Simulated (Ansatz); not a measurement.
# Hf2Si: how settings move the results

This session on Hf2Si sets out to sweep the k-point mesh on the displaced cell.

Program: Ansatz 0.2.0. Level of theory: DFT PBEsol, scalar-relativistic, plane waves, PAW. These are calculated values, not measurements.

2 further runs of the same task are left out: 1 that didn't finish, 1 set aside as unsound or not needed. Runs told in other sessions of the task aren't counted.

## (1) The starting structure

Symmetry: I4/mcm, No. 140, tetragonal system. Conventional cell: a = 6.551 Å, b = 6.551 Å, c = 5.166 Å, α = 90.00°, β = 90.00°, γ = 90.00°. Around Hf (site symmetry m2m) lie 4 Si at 2.79 Å and 3 Hf at 2.90 to 3.11 Å. Si (site symmetry 422) is surrounded by 2 Si at 2.58 Å and 8 Hf at 2.79 Å.

As a file:

```
CELL_PARAMETERS angstrom
-3.27535 3.27535 2.58282
3.27535 -3.27535 2.58282
3.27535 3.27535 -2.58282
ATOMIC_POSITIONS crystal
Hf 0.84351 0.65649 0.50000
Hf 0.34351 0.84351 0.18703
Hf 0.15649 0.34351 0.50000
Hf 0.65649 0.15649 0.81297
Si 0.75000 0.75000 0.00000
Si 0.25000 0.25000 0.00000
```

Source of the structure: the Materials Project (structure only). It is taken as it stands there.

## (2) The base input

The input, input.yaml:

```yaml
crystal:
  lattice:
    - [-3.275352224, 3.275352224, 2.582823393]
    - [3.275352224, -3.275352224, 2.582823393]
    - [3.275352224, 3.275352224, -2.582823393]
  atoms:
    - { symbol: Hf, position: [0.84351362, 0.65648638, 0.5] }
    - { symbol: Hf, position: [0.34351362, 0.84351362, 0.18702724] }
    - { symbol: Hf, position: [0.15648638, 0.34351362, 0.5] }
    - { symbol: Hf, position: [0.65648638, 0.15648638, 0.81297276] }
    - { symbol: Si, position: [0.75, 0.75, 0.0] }
    - { symbol: Si, position: [0.25, 0.25, 0.0] }
basis:
  ecutwfc: 420
kpoints:
  mp_grid: { grid: [10, 10, 10] }
hamiltonian:
  xc: pbesol
scf:
  occupations: { method: gaussian, width: 0.1 }
output:
  forces: true
  stress: true
  eigenvalues: true
  populations: true
```

Its results, from an earlier run: -10606.6422 eV/atom at zero smearing, pressure -2.40 GPa, largest force 0.044 eV/Å, no gap on the mesh, in 7 SCF cycles and 80 s.

The runs on the displaced cell use a copy made earlier, with the atoms moved and the axes strained (about 1 %) at random, so that forces and shear stress do not vanish.

## (3) K-point mesh on the displaced cell set to 1×1×1

The input, input.yaml:

```yaml
crystal:
  lattice:
    - [-3.2558375624, 3.2671089426, 2.5817996185]
    - [3.2696721442, -3.3036578502, 2.6456923626]
    - [3.228868476, 3.2766887639, -2.6281483337]
  atoms:
    - { symbol: Hf, position: [0.8375838124, 0.6477639333, 0.5011960718] }
    - { symbol: Hf, position: [0.3444512279, 0.8354640466, 0.1810520348] }
    - { symbol: Hf, position: [0.1611596586, 0.3447014338, 0.4963448871] }
    - { symbol: Hf, position: [0.6450144328, 0.1585558437, 0.8048570565] }
    - { symbol: Si, position: [0.7609973863, 0.7628270325, 0.013552697] }
    - { symbol: Si, position: [0.2570214359, 0.2521287571, -0.0085572422] }
basis:
  ecutwfc: 420
kpoints:
  mp_grid: { grid: [1, 1, 1] }
hamiltonian:
  xc: pbesol
scf:
  occupations: { method: gaussian, width: 0.1 }
output:
  forces: true
  stress: true
  eigenvalues: true
```

Started as:

```bash
$ ansatz run input.yaml --threads 1 --pin off --max-ram 2560MiB --backend cpu --events-out ev --progress --plain --runs-dir out
```

The session goes on with these runs: K-point mesh on the displaced cell: 2×2×2; K-point mesh on the displaced cell: 4×4×4; K-point mesh on the displaced cell set to 6×6×4.

**Question.** What does this series show?

**Answer**, as computed:

| quantity | value |
| --- | --- |
| k-point mesh on the displaced cell: within 10 and 1 meV/atom of 8×8×6 from | 4×4×4 for 10; 6×6×4 for 1 |

In words: For the k-point mesh on the displaced cell, the energy stays within 1 meV/atom of the reference from 6×6×4 on, at about 0.34 of the reference's time. The reference is only the best run made, not a proven limit. The gaps on the coarsest meshes are artefacts of sampling: the crystal is a metal on the dense ones. The error changes sign along the series, since a k mesh isn't variational, and a metal needs dense meshes to resolve its Fermi surface. Forces come within 0.01 eV/Å only at the reference itself. Spin-orbit coupling is left out, which matters for the bands of Hf.
